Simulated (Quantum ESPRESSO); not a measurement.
# MgS (Niningerite) (Fm-3m) in Quantum ESPRESSO: a series of runs

One crystal, MgS (Niningerite), is run at these levels: LDA, PBE, PBEsol, WC, BLYP, AM05; tasks: dielectric tensor.

Program: Quantum ESPRESSO 7.5. These are calculated values, not measurements. Logs are shortened: lines on timing, memory, paths and dates and some standing lists are left out, and cuts for length are marked.

## (1) The structure

It takes space group Fm-3m (No. 225, cubic). The conventional cell has a = 5.203 Å, b = 5.203 Å, c = 5.203 Å, α = 90.00°, β = 90.00°, γ = 90.00°. Around S (site symmetry m-3m) lie 6 Mg at 2.60 Å. Mg (site symmetry m-3m) is surrounded by 6 S at 2.60 Å.

## (2) Dielectric tensor, LDA

pw.in reads:

```
&CONTROL
  calculation = 'scf'
  prefix = 'pwscf'
  outdir = './tmp'
  pseudo_dir = './pseudo'
  tprnfor = .true.
  tstress = .true.
  disk_io = 'low'
/
&SYSTEM
  ibrav = 0
  nat = 2
  ntyp = 2
  ecutwfc = 45
  ecutrho = 360
  nbnd = 14
  occupations = 'smearing'
  smearing = 'fd'
  degauss = 0.00367493
/
&ELECTRONS
  conv_thr = 4d-10
  electron_maxstep = 120
  mixing_beta = 0.5
/
ATOMIC_SPECIES
S     32.0600 s_lda_v1.4.uspp.F.UPF
Mg    24.3050 mg_lda_v1.4.uspp.F.UPF
CELL_PARAMETERS bohr
   0.0000000000    4.9164059721    4.9164059721
   4.9164059721    0.0000000000    4.9164059721
   4.9164059721    4.9164059721    0.0000000000
ATOMIC_POSITIONS bohr
S      4.9164059721    4.9164059721    4.9164059721
Mg     0.0000000000    0.0000000000    0.0000000000
K_POINTS automatic
6 6 6 1 1 1
```

scf2.in reads:

```
&CONTROL
  calculation = 'scf'
  prefix = 'pwscf'
  outdir = './tmp'
  pseudo_dir = './pseudo'
  tprnfor = .true.
  tstress = .true.
  disk_io = 'low'
/
&SYSTEM
  ibrav = 0
  nat = 2
  ntyp = 2
  ecutwfc = 45
  ecutrho = 360
  nbnd = 14
  occupations = 'fixed'
/
&ELECTRONS
  conv_thr = 1d-13
  electron_maxstep = 120
  mixing_beta = 0.5
  startingpot = 'file'
  startingwfc = 'file'
/
ATOMIC_SPECIES
S     32.0600 s_lda_v1.4.uspp.F.UPF
Mg    24.3050 mg_lda_v1.4.uspp.F.UPF
CELL_PARAMETERS bohr
   0.0000000000    4.9164059721    4.9164059721
   4.9164059721    0.0000000000    4.9164059721
   4.9164059721    4.9164059721    0.0000000000
ATOMIC_POSITIONS bohr
S      4.9164059721    4.9164059721    4.9164059721
Mg     0.0000000000    0.0000000000    0.0000000000
K_POINTS automatic
6 6 6 1 1 1
```

ph.in reads:

```
dielectric of MgS
&INPUTPH
  prefix = 'pwscf'
  outdir = './tmp'
  tr2_ph = 1d-18
  fildyn = 'dyn'
  niter_ph = 90
  alpha_mix(1) = 0.7
  epsil = .true.
  trans = .false.
  zeu = .true.
/
0.0000000000 0.0000000000 0.0000000000
```

Potentials or basis: GBRV 1.5 LDA.

Launch:

```sh
$ OMP_NUM_THREADS=1 pw.x -in pw.in > pw.out
$ OMP_NUM_THREADS=1 pw.x -in scf2.in > scf2.out
$ OMP_NUM_THREADS=1 ph.x -in ph.in > ph.out
```

pw.out:

```text
This program is part of the open-source Quantum ESPRESSO suite
     for quantum simulation of materials; please cite
[... 9 lines left out ...]
     --------------------
     sticks:   dense  smooth     PW     G-vecs:    dense   smooth      PW
     Sum        1189     595    199                27317     9721    1807

     Using Slab Decomposition

     bravais-lattice index     =            0
     lattice parameter (alat)  =       6.9528  a.u.
     unit-cell volume          =     237.6694 (a.u.)^3
     number of atoms/cell      =            2
     number of atomic types    =            2
     number of electrons       =        16.00
     number of Kohn-Sham states=           14
     kinetic-energy cutoff     =      45.0000  Ry
     charge density cutoff     =     360.0000  Ry
     scf convergence threshold =      4.0E-10
     mixing beta               =       0.5000
     number of iterations used =            8  plain     mixing
     Exchange-correlation=  SLA  PZ   NOGX NOGC
                           (   1   1   0   0   0   0   0)

     celldm(1)=   6.952848  celldm(2)=   0.000000  celldm(3)=   0.000000
     celldm(4)=   0.000000  celldm(5)=   0.000000  celldm(6)=   0.000000

[... 8 lines left out ...]
               b(3) = (  0.707107  0.707107 -0.707107 )

     PseudoPot. # 1 for S  read from file:
     s_lda_v1.4.uspp.F.UPF
     Pseudo is Ultrasoft + core correction, Zval =  6.0
     Generated by new atomic code, or converted to UPF format
     Using radial grid of  907 points,  6 beta functions with:
                l(1) =   0
                l(2) =   0
                l(3) =   1
                l(4) =   1
                l(5) =   2
                l(6) =   2
     Q(r) pseudized with  8 coefficients,  rinner =    1.300   1.300   1.300
                                                       1.300   1.300

     PseudoPot. # 2 for Mg read from file:
     mg_lda_v1.4.uspp.F.UPF
     Pseudo is Ultrasoft, Zval = 10.0
     Generated by new atomic code, or converted to UPF format
     Using radial grid of  821 points,  7 beta functions with:
                l(1) =   0
                l(2) =   0
                l(3) =   0
                l(4) =   1
                l(5) =   1
                l(6) =   2
                l(7) =   2
     Q(r) pseudized with  8 coefficients,  rinner =    1.200   1.200   1.200
                                                       1.200   1.200

     atomic species   valence    mass     pseudopotential
     S                 6.00    32.06000     S ( 1.00)
     Mg               10.00    24.30500     Mg( 1.00)

     48 Sym. Ops., with inversion, found

   Cartesian axes

     site n.     atom                  positions (alat units)
         1        S      tau(   1) = (   0.7071068   0.7071068   0.7071068  )
         2        Mg     tau(   2) = (   0.0000000   0.0000000   0.0000000  )

     number of k points=    28  Fermi-Dirac smearing, width (Ry)=  0.0037
                       cart. coord. in units 2pi/alat
        k(    1) = (   0.0589256   0.0589256   0.0589256), wk =   0.0185185
        k(    2) = (   0.1767767   0.1767767  -0.0589256), wk =   0.0555556
        k(    3) = (   0.2946278   0.2946278  -0.1767767), wk =   0.0555556
        k(    4) = (  -0.2946278  -0.2946278   0.4124790), wk =   0.0555556
        k(    5) = (  -0.1767767  -0.1767767   0.2946278), wk =   0.0555556
        k(    6) = (  -0.0589256  -0.0589256   0.1767767), wk =   0.0555556
[... 20 lines left out ...]
        k(   27) = (   0.2946278   0.2946278   0.2946278), wk =   0.0185185
        k(   28) = (  -0.2946278  -0.2946278   0.8838835), wk =   0.0555556

     Dense  grid:    27317 G-vectors     FFT dimensions: (  45,  45,  45)

     Smooth grid:     9721 G-vectors     FFT dimensions: (  30,  30,  30)

     Initial potential from superposition of free atoms

     starting charge      15.6998, renormalised to      16.0000
     Starting wfcs are    9 randomized atomic wfcs +    5 random wfcs

     Self-consistent Calculation

     iteration #  1     ecut=    45.00 Ry     beta= 0.50
     Davidson diagonalization with overlap
     ethr =  1.00E-02,  avg # of iterations =  7.8

     total energy              =    -149.34698401 Ry
     estimated scf accuracy    <       0.16533255 Ry
[... 36 lines left out ...]
     iteration #  7     ecut=    45.00 Ry     beta= 0.50
     Davidson diagonalization with overlap
     ethr =  2.10E-09,  avg # of iterations =  2.1

     End of self-consistent calculation

          k = 0.0589 0.0589 0.0589 (  1239 PWs)   bands (ev):

   -67.9660 -35.3962 -35.3958 -35.3958  -6.5482   5.4852   5.9855   5.9855
     9.9625  13.6315  13.9692  13.9693  15.8153  15.8153

          k = 0.1768 0.1768-0.0589 (  1224 PWs)   bands (ev):

   -67.9659 -35.3981 -35.3964 -35.3959  -6.2018   3.8925   5.4160   5.9014
    11.0966  13.2954  13.9701  14.0362  14.8817  16.5500

          k = 0.2946 0.2946-0.1768 (  1212 PWs)   bands (ev):

   -67.9657 -35.4012 -35.3969 -35.3964  -5.5463   1.9001   5.0826   5.5724
    10.9581  12.8245  13.1033  15.2388  17.1054  17.7733

          k =-0.2946-0.2946 0.4125 (  1204 PWs)   bands (ev):
[... 16 lines left out ...]
   -67.9658 -35.3984 -35.3967 -35.3966  -6.0399   3.7119   5.2878   5.2928
    11.3383  12.1637  13.3784  15.1347  15.7115  17.0517

          k = 0.4125 0.1768-0.0589 (  1215 PWs)   bands (ev):

   -67.9657 -35.4003 -35.3977 -35.3970  -5.5109   2.5267   4.4035   5.0372
    11.0216  12.2335  13.4442  15.2014  16.9839  19.4522

          k =-0.1768-0.4125 0.5303 (  1208 PWs)   bands (ev):
[... 6 lines left out ...]
   -67.9657 -35.4008 -35.3983 -35.3968  -5.3291   2.1561   3.8590   5.2089
    11.7507  12.3183  13.6955  14.6012  16.9607  20.0309

          k = 0.0589-0.1768 0.2946 (  1218 PWs)   bands (ev):

   -67.9658 -35.3993 -35.3970 -35.3963  -5.8950   3.1198   4.9259   5.5989
    11.6163  12.8561  13.0391  14.3987  15.6835  17.9354

          k = 0.5303 0.0589 0.0589 (  1218 PWs)   bands (ev):
[... 6 lines left out ...]
   -67.9655 -35.4012 -35.3989 -35.3981  -4.9207   2.0791   3.5146   4.2439
     9.6624  11.5914  15.6024  16.5570  18.7921  20.7349

          k = 0.0589-0.4125 0.5303 (  1199 PWs)   bands (ev):

   -67.9656 -35.4007 -35.3995 -35.3975  -4.9776   2.1525   2.9955   4.6732
    10.6379  13.2031  14.6197  14.8955  17.8698  18.8549

          k = 0.1768-0.2946 0.4125 (  1210 PWs)   bands (ev):

   -67.9657 -35.4016 -35.3974 -35.3968  -5.2957   1.6084   4.5844   5.2541
    11.3593  12.0067  13.5570  15.3506  17.7840  18.9178

          k =-0.6482 0.0589 0.0589 (  1205 PWs)   bands (ev):

   -67.9655 -35.4016 -35.3984 -35.3982  -4.9430   1.8943   4.0741   4.3893
     8.8974  10.5939  17.2515  17.4922  18.8562  20.0609

          k =-0.5303 0.1768-0.0589 (  1213 PWs)   bands (ev):

   -67.9656 -35.4009 -35.3984 -35.3977  -5.1468   2.1864   3.9002   4.5161
    10.1392  11.8175  14.5058  16.1606  18.1865  20.6371

          k =-0.4125 0.0589 0.0589 (  1225 PWs)   bands (ev):

   -67.9657 -35.3998 -35.3974 -35.3973  -5.6186   2.8766   4.7552   4.8733
    10.4293  11.3949  14.4171  15.9596  16.9352  18.1040

          k = 0.1768 0.1768 0.1768 (  1227 PWs)   bands (ev):
[... 31 lines left out ...]
   -67.9656 -35.4005 -35.3996 -35.3981  -4.8981   2.3909   3.0141   3.9673
    10.8219  12.9947  14.0100  15.0874  19.0003  20.1282

          k =-0.7660 0.1768 0.1768 (  1208 PWs)   bands (ev):

   -67.9656 -35.4009 -35.3994 -35.3977  -4.9344   2.1751   2.9847   4.6733
     9.8013  12.6003  15.4254  15.6920  17.9008  19.5087

          k = 0.2946 0.2946 0.2946 (  1206 PWs)   bands (ev):
[... 6 lines left out ...]
   -67.9656 -35.4018 -35.3978 -35.3969  -5.1697   1.4783   4.2490   5.2221
    11.1352  12.3133  13.4967  15.8334  18.4234  18.6720

     the Fermi energy is     7.2191 ev

!    total energy              =    -149.37498105 Ry
     estimated scf accuracy    <          4.0E-10 Ry
     smearing contrib. (-TS)   =      -0.00000000 Ry
     internal energy E=F+TS    =    -149.37498105 Ry

     The total energy is F=E-TS. E is the sum of the following terms:
     one-electron contribution =     -98.66495637 Ry
     hartree contribution      =      50.97117950 Ry
     xc contribution           =     -24.96772765 Ry
     ewald contribution        =     -76.71347653 Ry

     convergence has been achieved in   7 iterations

     Forces acting on atoms (cartesian axes, Ry/au):

     atom    1 type  1   force =    -0.00000000   -0.00000000    0.00000000
     atom    2 type  2   force =     0.00000000    0.00000000   -0.00000000

     Total force =     0.000000     Total SCF correction =     0.000000

     Computing stress (Cartesian axis) and pressure

          total   stress  (Ry/bohr**3)                   (kbar)     P=      -33.50
  -0.00022770   0.00000000   0.00000000          -33.50        0.00        0.00
   0.00000000  -0.00022770   0.00000000            0.00      -33.50        0.00
   0.00000000   0.00000000  -0.00022770            0.00        0.00      -33.50

=------------------------------------------------------------------------------=
   JOB DONE.
=------------------------------------------------------------------------------=
```

Run time: 2.6 min. Hardware: 1 thread of AMD EPYC, shared host; peak memory 0.14 GiB.

What came out:

- Free energy: -2032.3502 eV
- Pressure: -3.4 GPa
- Electronic dielectric tensor (diagonal): 5.60
- Born charges (mean of the diagonal): S -2.34; Mg +2.34 e

Electronic dielectric tensor:
```
5.60 0.00 0.00
0.00 5.60 0.00
0.00 0.00 5.60
```

Born effective charge tensors (e):
atom 1, S
```
-2.34  0.00  0.00
 0.00 -2.34  0.00
 0.00  0.00 -2.34
```
atom 2, Mg
```
2.34 0.00 0.00
0.00 2.34 0.00
0.00 0.00 2.34
```

Caveat: the cell is more than 3 GPa from zero pressure, which shifts response properties.

## (3) Dielectric tensor, PBE

pw.in, as its differences from that of step 2:

```diff
@@ -26,4 +26,4 @@
 ATOMIC_SPECIES
-S     32.0600 s_lda_v1.4.uspp.F.UPF
-Mg    24.3050 mg_lda_v1.4.uspp.F.UPF
+S     32.0600 s_pbe_v1.4.uspp.F.UPF
+Mg    24.3050 mg_pbe_v1.4.uspp.F.UPF
 CELL_PARAMETERS bohr
```

scf2.in, as its differences from that of step 2:

```diff
@@ -26,4 +26,4 @@
 ATOMIC_SPECIES
-S     32.0600 s_lda_v1.4.uspp.F.UPF
-Mg    24.3050 mg_lda_v1.4.uspp.F.UPF
+S     32.0600 s_pbe_v1.4.uspp.F.UPF
+Mg    24.3050 mg_pbe_v1.4.uspp.F.UPF
 CELL_PARAMETERS bohr
```

ph.in is that of step 2.

Potentials or basis: GBRV 1.5 PBE.

Launch:

```sh
$ OMP_NUM_THREADS=1 pw.x -in pw.in > pw.out
$ OMP_NUM_THREADS=1 pw.x -in scf2.in > scf2.out
$ OMP_NUM_THREADS=1 ph.x -in ph.in > ph.out
```

pw.out:

```text
This program is part of the open-source Quantum ESPRESSO suite
     for quantum simulation of materials; please cite
[... 9 lines left out ...]
     --------------------
     sticks:   dense  smooth     PW     G-vecs:    dense   smooth      PW
     Sum        1189     595    199                27317     9721    1807

     Using Slab Decomposition

     bravais-lattice index     =            0
     lattice parameter (alat)  =       6.9528  a.u.
     unit-cell volume          =     237.6694 (a.u.)^3
     number of atoms/cell      =            2
     number of atomic types    =            2
     number of electrons       =        16.00
     number of Kohn-Sham states=           14
     kinetic-energy cutoff     =      45.0000  Ry
     charge density cutoff     =     360.0000  Ry
     scf convergence threshold =      4.0E-10
     mixing beta               =       0.5000
     number of iterations used =            8  plain     mixing
     Exchange-correlation=  SLA  PW   PBX  PBC
                           (   1   4   3   4   0   0   0)

     celldm(1)=   6.952848  celldm(2)=   0.000000  celldm(3)=   0.000000
     celldm(4)=   0.000000  celldm(5)=   0.000000  celldm(6)=   0.000000

[... 8 lines left out ...]
               b(3) = (  0.707107  0.707107 -0.707107 )

     PseudoPot. # 1 for S  read from file:
     s_pbe_v1.4.uspp.F.UPF
     Pseudo is Ultrasoft + core correction, Zval =  6.0
     Generated by new atomic code, or converted to UPF format
     Using radial grid of  907 points,  6 beta functions with:
                l(1) =   0
                l(2) =   0
                l(3) =   1
                l(4) =   1
                l(5) =   2
                l(6) =   2
     Q(r) pseudized with  8 coefficients,  rinner =    1.300   1.300   1.300
                                                       1.300   1.300

     PseudoPot. # 2 for Mg read from file:
     mg_pbe_v1.4.uspp.F.UPF
     Pseudo is Ultrasoft, Zval = 10.0
     Generated by new atomic code, or converted to UPF format
     Using radial grid of  821 points,  7 beta functions with:
                l(1) =   0
                l(2) =   0
                l(3) =   0
                l(4) =   1
                l(5) =   1
                l(6) =   2
                l(7) =   2
     Q(r) pseudized with  8 coefficients,  rinner =    1.200   1.200   1.200
                                                       1.200   1.200

     atomic species   valence    mass     pseudopotential
     S                 6.00    32.06000     S ( 1.00)
     Mg               10.00    24.30500     Mg( 1.00)

     48 Sym. Ops., with inversion, found

   Cartesian axes

     site n.     atom                  positions (alat units)
         1        S      tau(   1) = (   0.7071068   0.7071068   0.7071068  )
         2        Mg     tau(   2) = (   0.0000000   0.0000000   0.0000000  )

     number of k points=    28  Fermi-Dirac smearing, width (Ry)=  0.0037
                       cart. coord. in units 2pi/alat
        k(    1) = (   0.0589256   0.0589256   0.0589256), wk =   0.0185185
        k(    2) = (   0.1767767   0.1767767  -0.0589256), wk =   0.0555556
        k(    3) = (   0.2946278   0.2946278  -0.1767767), wk =   0.0555556
        k(    4) = (  -0.2946278  -0.2946278   0.4124790), wk =   0.0555556
        k(    5) = (  -0.1767767  -0.1767767   0.2946278), wk =   0.0555556
        k(    6) = (  -0.0589256  -0.0589256   0.1767767), wk =   0.0555556
[... 20 lines left out ...]
        k(   27) = (   0.2946278   0.2946278   0.2946278), wk =   0.0185185
        k(   28) = (  -0.2946278  -0.2946278   0.8838835), wk =   0.0555556

     Dense  grid:    27317 G-vectors     FFT dimensions: (  45,  45,  45)

     Smooth grid:     9721 G-vectors     FFT dimensions: (  30,  30,  30)

     Initial potential from superposition of free atoms

     starting charge      15.6997, renormalised to      16.0000
     Starting wfcs are    9 randomized atomic wfcs +    5 random wfcs

     Self-consistent Calculation

     iteration #  1     ecut=    45.00 Ry     beta= 0.50
     Davidson diagonalization with overlap
     ethr =  1.00E-02,  avg # of iterations =  7.2

     total energy              =    -149.60681420 Ry
     estimated scf accuracy    <       0.16718541 Ry
[... 43 lines left out ...]
     iteration #  8     ecut=    45.00 Ry     beta= 0.50
     Davidson diagonalization with overlap
     ethr =  8.42E-11,  avg # of iterations =  2.0

     End of self-consistent calculation

          k = 0.0589 0.0589 0.0589 (  1239 PWs)   bands (ev):

   -68.4989 -35.2634 -35.2631 -35.2631  -6.3619   5.7061   6.1867   6.1867
    10.3851  13.9609  14.2939  14.2939  16.1442  16.1442
[... 73 lines left out ...]
   -68.4985 -35.2686 -35.2655 -35.2653  -4.7871   2.1539   4.3104   4.6150
     9.3191  10.9375  17.6487  17.8552  19.3294  20.4334

          k =-0.5303 0.1768-0.0589 (  1213 PWs)   bands (ev):

   -68.4986 -35.2680 -35.2655 -35.2649  -4.9863   2.4478   4.1400   4.7457
    10.5443  12.1531  14.8804  16.5334  18.5900  20.9645

          k =-0.4125 0.0589 0.0589 (  1225 PWs)   bands (ev):
[... 51 lines left out ...]
   -68.4986 -35.2688 -35.2650 -35.2641  -5.0103   1.7556   4.4827   5.4323
    11.5200  12.6832  13.8700  16.1999  18.8708  18.9836

     the Fermi energy is     7.4111 ev

!    total energy              =    -149.63368230 Ry
     estimated scf accuracy    <          3.5E-10 Ry
     smearing contrib. (-TS)   =      -0.00000000 Ry
     internal energy E=F+TS    =    -149.63368230 Ry

     The total energy is F=E-TS. E is the sum of the following terms:
     one-electron contribution =     -98.59051729 Ry
     hartree contribution      =      51.16199769 Ry
     xc contribution           =     -25.49168617 Ry
     ewald contribution        =     -76.71347653 Ry

     convergence has been achieved in   8 iterations

     Forces acting on atoms (cartesian axes, Ry/au):

     atom    1 type  1   force =     0.00000000   -0.00000000   -0.00000000
     atom    2 type  2   force =     0.00000000    0.00000000   -0.00000000

     Total force =     0.000000     Total SCF correction =     0.000000

     Computing stress (Cartesian axis) and pressure

          total   stress  (Ry/bohr**3)                   (kbar)     P=       10.56
   0.00007176  -0.00000000  -0.00000000           10.56       -0.00       -0.00
  -0.00000000   0.00007176  -0.00000000           -0.00       10.56       -0.00
  -0.00000000  -0.00000000   0.00007176           -0.00       -0.00       10.56

=------------------------------------------------------------------------------=
   JOB DONE.
=------------------------------------------------------------------------------=
```

ph.out:

```text
This program is part of the open-source Quantum ESPRESSO suite
     for quantum simulation of materials; please cite
         "P. Giannozzi et al., J. Phys.:Condens. Matter 21 395502 (2009);
         "P. Giannozzi et al., J. Phys.:Condens. Matter 29 465901 (2017);
         "P. Giannozzi et al., J. Chem. Phys. 152 154105 (2020);
     in publications or presentations arising from this work. More details at

     IMPORTANT: XC functional enforced from input :
[... 193 lines left out ...]
      E*z (        0.00000        0.00000        2.33201 )

     INITIALIZATION:

     DIELECTRIC CONSTANT AND EFFECTIVE CHARGES:

      Additional routines

=------------------------------------------------------------------------------=
   JOB DONE.
=------------------------------------------------------------------------------=
```

Wall time 2.7 min (1 thread of AMD EPYC, shared host); peak memory 0.14 GiB.

Results:

| Item | Value |
| --- | --- |
| Free energy | -2035.8700 eV |
| Pressure | 1.0 GPa |
| Electronic dielectric tensor (diagonal) | 5.42 |
| Born charges (mean of the diagonal) | S -2.33; Mg +2.33 e |

Levels at points of the mesh, in eV from the valence-band top:
```
           k point  band 4  band 5  band 6  band 7  band 8  band 9  band 10  band 11  band 12  band 13
(0.08, 0.08, 0.08)  -41.45  -12.55   -0.48    0.00    0.00    4.20     7.77     8.11     8.11     9.96
```

Electronic dielectric tensor:
```
5.42 0.00 0.00
0.00 5.42 0.00
0.00 0.00 5.42
```

Born effective charge tensors (e):
atom 1, S
```
-2.33  0.00  0.00
 0.00 -2.33  0.00
 0.00  0.00 -2.33
```
atom 2, Mg
```
2.33 0.00 0.00
0.00 2.33 0.00
0.00 0.00 2.33
```

(Part 1 of 3 ends here.)
